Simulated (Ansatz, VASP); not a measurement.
# Ga: VASP beside Ansatz

The input INCAR:

```
  PREC = Accurate
  ENCUT = 520
  EDIFF = 1E-6
  ISMEAR = -1
  SIGMA = 0.05
  LREAL = False
  LASPH = True
  NELM = 60
  ALGO = Normal
  ISIF = 2
  LWAVE = False
  LCHARG = False
  NBANDS = 20
```

File KPOINTS:

```
regular mesh
0
Gamma
  10 8 7
```

POSCAR

```
Ga
1.0
    2.7597743949      0.0000000000      0.0000000000
    0.0000000000      3.2595839063      0.0000000000
   -1.3344145108      0.0000000000      3.9634920125
Ga
2
Direct
    0.1345962700      0.7500000000      0.7701668300
    0.8654037300      0.2500000000      0.2298331700
```

input.yaml

```yaml
crystal:
  lattice:
    - [2.7597743949, 0.0, 0.0]
    - [0.0, 3.2595839063, 0.0]
    - [-1.3344145108, 0.0, 3.9634920125]
  atoms:
    - { symbol: Ga, position: [0.13459627, 0.75, 0.77016683] }
    - { symbol: Ga, position: [0.86540373, 0.25, 0.22983317] }
kpoints:
  mp_grid: { grid: [10, 8, 7] }
scf:
  occupations: { method: fermi_dirac, width: 0.05 }
hamiltonian:
  xc: lda
  pseudopotentials: { kind: all_electron, lapw: { basis_error: 0.001 } }
output:
  forces: true
  stress: true
  eigenvalues: true
```

Change from the starting cell: volume scaled by 0.98.

Alike in both runs: task single point; functional LDA; k mesh 10 × 8 × 7; occupations fermi-dirac, width 0.05 eV; no spin polarisation.

```csv
,VASP,Ansatz
version,VASP 6.6.1,Ansatz 0.2.0
potentials or method,"VASP PAW LDA potentials, release 64 (Ga_d)","all-electron LAPW, scalar-relativistic"
plane-wave cutoff (eV),520,see its input
```

Ansatz gave:

```
gap on the k mesh at the Fermi level (eV)       : none
pressure (GPa)                                  : -1.6
largest component of the traceless stress (GPa) : 0.82
rms of the force components (eV/Å)              : 0.042
```

Question: Estimate VASP's values.

Answer: gap on the k mesh at the Fermi level (eV): none; pressure (GPa): -1.6; largest component of the traceless stress (GPa): 0.81; rms of the force components (eV/Å): 0.042.

Atom by atom the forces differ by 0.000 eV/Å (rms over components). A gap of «none» marks a metal or a gap that the smearing closes. Ansatz ran all-electron here, so the differences hold the error of VASP's frozen core and of both bases.
